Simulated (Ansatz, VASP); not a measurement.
**Two plane-wave programs on C**

INCAR

```
  PREC = Accurate
  ENCUT = 520
  EDIFF = 1E-6
  ISMEAR = -1
  SIGMA = 0.1
  LREAL = False
  LASPH = True
  NELM = 60
  ALGO = Normal
  ISIF = 2
  LWAVE = False
  LCHARG = True
  GGA = PS
  LELF = True
  LVHAR = True
  NBANDS = 11
```

KPOINTS

```
Automatic mesh
0
Gamma
  23 23 6
```

The input POSCAR:

```
C
1.0
    1.7535132053      0.0000000000      0.0000000000
   -0.8767566026      1.5185869817      0.0000000000
    0.0000000000      0.0000000000      6.9328024724
C
2
Direct
    0.3333333333      0.6666666667      0.2500000000
    0.6666666667      0.3333333333      0.7500000000
```

Input for Ansatz:

```yaml
crystal:
  lattice:
    - [1.7535132053, 0.0, 0.0]
    - [-0.8767566026, 1.5185869817, 0.0]
    - [0.0, 0.0, 6.9328024724]
  atoms:
    - { symbol: C, position: [0.3333333333, 0.6666666667, 0.25] }
    - { symbol: C, position: [0.6666666667, 0.3333333333, 0.75] }
hamiltonian:
  xc: pbesol
  pseudopotentials:
    kind: paw
    azcp:
      C: "pseudopotentials/C.paw.azcp"
basis:
  ecutwfc: 420
  fft_grid_basis: typed
kpoints:
  mp_grid: { grid: [23, 23, 6], shift: [0, 0, 0] }
magnetization:
  spin_polarized: false
scf:
  occupations: { method: fermi_dirac, width: 0.1 }
  lower_state_search: "off"
output:
  stress: true
  write_density: true
  write_potential: true
  elf: true
  volumetric_format: npy
```

Alike in both runs: task single point; functional PBEsol; k mesh 23 × 23 × 6; occupations fermi-dirac, width 0.1 eV; no spin polarisation.

```csv
,VASP,Ansatz
version,VASP 6.6.1,Ansatz 0.2.0
potentials or method,"VASP PAW PBE potentials, release 64 (C)","plane waves (420 eV) with PAW, scalar-relativistic"
plane-wave cutoff (eV),520,420
valence electrons in the cell,8,8
```

VASP gave:

| Property | Result |
| --- | --- |
| pressure (GPa) | -8.5 |
| largest component of the traceless stress (GPa) | 6.91 |

Q: Which values does Ansatz return?

A: Pressure (GPa): -8.4; largest component of the traceless stress (GPa): 6.90.

The functional is the same, so the differences come from potentials, cutoffs and numerics. Ansatz warned: «pseudo_functional_mismatch».

Caveats: the PAW data sets were made with another functional, which shifts forces and pressure a little (VASP); this functional lacks dispersion, which binds the layers, so the pressure and a relaxed spacing across them are unreliable.
